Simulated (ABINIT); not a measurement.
Runs of ABINIT 10.8.3 (patched build) on SnO. Symmetry: P4/nmm, No. 129, tetragonal system. Conventional cell: a = 3.814 Å, b = 3.814 Å, c = 4.887 Å, α = 90.00°, β = 90.00°, γ = 90.00°. Sn (site symmetry 4mm) is surrounded by 4 O at 2.23 Å. Around O (site symmetry -4m2) lie 4 Sn at 2.23 Å. The cell is a database's computed one.

```csv
task,level,potentials or basis,cell,k mesh,cell freedom (optcell),cutoff smearing ecutsm (Ha),optimiser (ionmov),force stop (Ha/bohr),mesh quality,gap on the mesh (eV),pressure (GPa),largest force (eV/Å)
relaxation of cell and atoms,LDA,JTH PAW LDA v2.0,relaxed,6 × 6 × 5,2,0.5,22,0.0001,not flagged,none,0.0,-
single point,LDA,JTH PAW LDA v2.0,as given,9 × 9 × 8,-,-,-,-,not flagged,0.37,-3.7,0.25
single point,LDA,JTH PAW LDA v2.0,as given,6 × 6 × 5,-,-,-,-,not flagged,0.24,-3.7,0.25
single point,PBE,JTH PAW PBE v2.0,as given,3 × 3 × 2,-,-,-,-,coarse,(a),3.1,(b)
single point,PBE,JTH PAW PBE v2.0,as given,4 × 4 × 4,-,-,-,-,not flagged,0.17,3.2,(c)
```

Alike in all rows: no spin polarisation; cutoff (eV) 626; smearing fermi-dirac 0.05 eV.

**Question.** Fill in the values left out.

**Answer.** (a) 1.14; (b) 0.40; (c) 0.38.

Caveats: some runs use coarse meshes; spin-orbit coupling is left out, which moves the levels of the heavy elements (some runs); an odd mesh through Γ misses points on the zone boundary, where band edges often lie (some runs).

A k mesh can miss the band edges, and the runs leave out spin-orbit coupling on Sn.

A gap of «none» marks a metal or a gap under the smearing width.

Not every run made on this cell is shown here.
